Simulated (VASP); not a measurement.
# C₃NH: screened Coulomb integrals of an active space by constrained RPA

C₃NH, molecule in box, 5 atoms in the cell. PBE, constrained RPA for the effective Coulomb interaction; PAW potentials C_GW, N_GW, H_GW (PBE set).

Target states: HOMO-1 to LUMO+1; Empty bands asked for: 150; Cutoff of the response function (eV): 100.

## Input

INCAR.step1:
```
SYSTEM = HC3N
ENCUT = 420
PREC = Accurate
ISMEAR = -1
SIGMA = 0.02
LASPH = .TRUE.
EDIFF = 1E-7
GGA = PE
ALGO = Normal
NELM = 150
LWAVE = .TRUE.
LCHARG = .FALSE.
```

INCAR.step2, as INCAR.step1 but for:
```
- ALGO = Normal
- NELM = 150
+ ALGO = Exact
+ NELM = 1
+ NBANDS = 159
+ LOPTICS = .TRUE.
```

INCAR.step3:
```
ENCUT = 420
PREC = Accurate
ISMEAR = -1
SIGMA = 0.02
LASPH = T
GGA = PE
ALGO = CRPA
NBANDS = 160
ENCUTGW = 100
PRECFOCK = Fast
LOCALIZED_BASIS = BLOCH
LWAVE = F
LCHARG = F
NCRPA_BANDS = 8 9 10 11
NTARGET_STATES = 8 9 10 11
```

KPOINTS:
```
k-points
0
Gamma
  1 1 1
```

POSCAR:
```
HC3N
1.0
    6.0500000000      0.0000000000      0.0000000000
    0.0000000000     10.2200000000      0.0000000000
    0.0000000000      0.0000000000      6.0800000000
C N H
3 1 1
Direct
    0.4747024800      0.6282240700      0.5267187500
    0.4974297500      0.5123630100      0.5025904600
    0.5235124000      0.3803180000      0.4751069100
    0.5455950400      0.2689872700      0.4519819100
    0.4544049600      0.7310127300      0.5480180900
```

Commands (each step's output is kept before the next begins):
```
cat potpaw_PBE.64/C_GW/POTCAR potpaw_PBE.64/N_GW/POTCAR potpaw_PBE.64/H_GW/POTCAR > POTCAR
cp INCAR.step1 INCAR
mpirun -np 4 vasp_std > vasp.out
cp INCAR.step2 INCAR
mpirun -np 4 vasp_std > vasp.out
cp INCAR.step3 INCAR
mpirun -np 4 vasp_std > vasp.out
```

## Result

- Screened U within a state, mean (eV): 7.53
- Screened U' between states, mean (eV): 7.05
- Screened J (eV): 0.67
- Bare U within a state, mean (eV): 9.54
- Bare U' between states, mean (eV): 8.95
- Bare J (eV): 0.98

Target levels:

| Energy (eV) | Occupation |
|---|---|
| -6.94 | 1.00 |
| -6.94 | 1.00 |
| -1.69 | 0.00 |
| -1.69 | 0.00 |

Screened density-density integrals (eV):

| State | 1 | 2 | 3 | 4 |
|---|---|---|---|---|
| 1 | 7.76 | 7.16 | 7.29 | 6.87 |
| 2 | 7.16 | 7.77 | 6.87 | 7.30 |
| 3 | 7.29 | 6.87 | 7.30 | 6.80 |
| 4 | 6.87 | 7.30 | 6.80 | 7.31 |

Screened exchange integrals (eV):

| State | 1 | 2 | 3 | 4 |
|---|---|---|---|---|
| 1 | 7.76 | 0.30 | 1.50 | 0.23 |
| 2 | 0.30 | 7.77 | 0.23 | 1.50 |
| 3 | 1.50 | 0.23 | 7.30 | 0.25 |
| 4 | 0.23 | 1.50 | 0.25 | 7.31 |

Limits: the periodic box is only 6.05 Å wide at its narrowest and no larger one was tried.

VASP 6.6.1 took 203 s on 4 cores (Intel Xeon 6975P-C (Granite Rapids)), a shared host.
